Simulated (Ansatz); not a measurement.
# Polymorphs of InSe

The calculation used Ansatz, DFT PBE, scalar-relativistic, plane waves, PAW. All cells share a 420 eV cutoff and Γ-centred k meshes spaced at most about 0.3 Å⁻¹ (about 0.25 or finer for metals, 2π included). No spin polarisation.

The zero of energy is the elements' standard structures at the same level; no fitted shifts are applied.

These are static total energies at zero pressure. Only the structures computed here compete, so a lower one can exist. The k mesh leaves some 4 meV/atom of noise in the energy of each metallic cell. Weakly bound directions are ill-defined at this level, which has no dispersion term (R3m), and this can change margins and order among such cells. Kohn–Sham gaps at this level usually fall short of measured ones. In Fm-3m, Pm-3m an odd number of electrons in the primitive cell allows no gap without spin; a larger cell or a magnetic state could open one. The reference form of Se is held partly by dispersion forces, which this level lacks.

Invented guesses and database cells were relaxed alike, and ends that match in structure were merged. ΔE counts from the first row. Coordination counts Se atoms around In (those within 1.25 times the shortest such distance or 1.15 times the sum of covalent radii; the shortest distance is added where it is long for a bond; a slash parts the counts of unlike sites). The ends were matched against large subsets of the Crystallography Open Database and the Materials Project, so a missing match doesn't prove that a structure is unreported.

```
#                                        reached from               type and space group  atoms  Å³/atom       coordination  ΔE (meV/atom)  gap on mesh (eV)                    in databases
1                            a Materials Project cell                      R3m (No. 160)      4     33.7               In 3              0              0.77  Materials Project, matches COD
2  a relaxed cell, shaken at random and relaxed again                     R-3m (No. 166)      4     27.0  In 6/6 from 3.2 Å             88              0.00                        no match
3                                    TmP type (Fm-3m)         rock salt, Fm-3m (No. 225)      2     26.0               In 6             91              0.00                        no match
4             CuAu type (P4/mmm), changed on relaxing  caesium chloride, Pm-3m (No. 221)      2     24.0    In 8 from 3.1 Å            334              0.00                        no match
```

The lowest: Space group R3m (No. 160), trigonal, a = 4.087 Å, c = 27.942 Å. In on its first site has 3 Se at 2.68 Å and 1 In at 2.83 Å; around In on its second site lie 3 Se at 2.68 Å and 1 In at 2.83 Å; Se on its first site has 3 In at 2.68 Å; around Se on its second site lie 3 In at 2.68 Å. Its energy over the elements is −0.526 eV/atom. It is a structure that the Crystallography Open Database (COD) lists.

```xyz
4
Lattice="2.0437 1.1799 9.3142 -2.0437 1.1799 9.3142 0.0000 -2.3598 9.3142" Properties=species:S:1:pos:R:3 pbc="T T T"
In    0.0000    0.0000   24.9623
In    0.0000    0.0000   27.7880
Se    0.0000    0.0000   10.4328
Se    0.0000    0.0000    5.0608
```

The second: Space group R-3m (No. 166), trigonal, a = 4.128 Å, c = 21.935 Å. Around In on its first site lie 6 Se at 2.85 Å; In on its second site is surrounded by 6 Se at 3.18 Å; around Se lie 3 In at 2.85 Å and 3 In at 3.18 Å. Counting Se atoms around In, the first has In 3 and the second has In 6/6 from 3.2 Å. Cells relaxed within their symmetry can be saddle points. Some candidate types were left out of the draw beforehand, so a known form may be missing.
